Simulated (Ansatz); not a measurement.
# Al2Cu: strain energy, fitted

Al2Cu, Fm-3m, a = 5.726 Å. The structure is a Materials Project entry; whether it is the stable form wasn't checked. Ansatz: PBEsol, PAW, 420 eV, Γ-centred 10×10×6 mesh on 6 atoms, Gaussian smearing 0.10 eV; no spin polarisation. Series: uniaxial strain along c, with a, b and atoms relaxed; x is the strain in per cent. The axes a, b, c are those of the computed cell (4.049, 4.049, 5.726 Å), along [1 1 0], [-1 1 0], [0 0 1] of the cell named above. y is the free energy over the unstrained cell, V0 = 15.648 Å³/atom.

| x (%) | y (meV/atom) |
| --- | --- |
| -6.0 | 26.60 |
| -4.0 | 9.78 |
| -2.0 | 1.36 |
| 0.0 | 0.00 |
| 2.0 | 4.31 |
| 4.0 | 12.67 |
| 6.0 | ? |

Task: Fit y = c2 x² + c3 x³ to the other rows, turn c2 into a modulus, and predict the missing energy.

Result: Least squares on the rows shown. y = 0.75162 x² + 0.0055946 x³. In eV per unit strain² c2 is 7.516; this is Young's modulus along the axis (E = ½ Y V0 ε²): 2 × 7.516 × 160.2 / (15.648) = 154 GPa. The unstrained cell keeps some stress along the strain, worth a slope of 0.68 meV/atom per %, which the form leaves out. With a term in x⁴ added, the coefficient of x² becomes 0.5768, 23 % less, which shows how far this figure hangs on the form. At x = 6.0 the fit asked for gives 28.27 meV/atom. The run gave 23.45 meV/atom, so the fit is 4.82 meV/atom too high, 18 % of the span of the series, against an rms of 1.29 meV/atom on the fitted rows. The row lies outside the fitted range. With a term in x⁴ added, a fit to the same known rows predicts 36.79 meV/atom, further off still.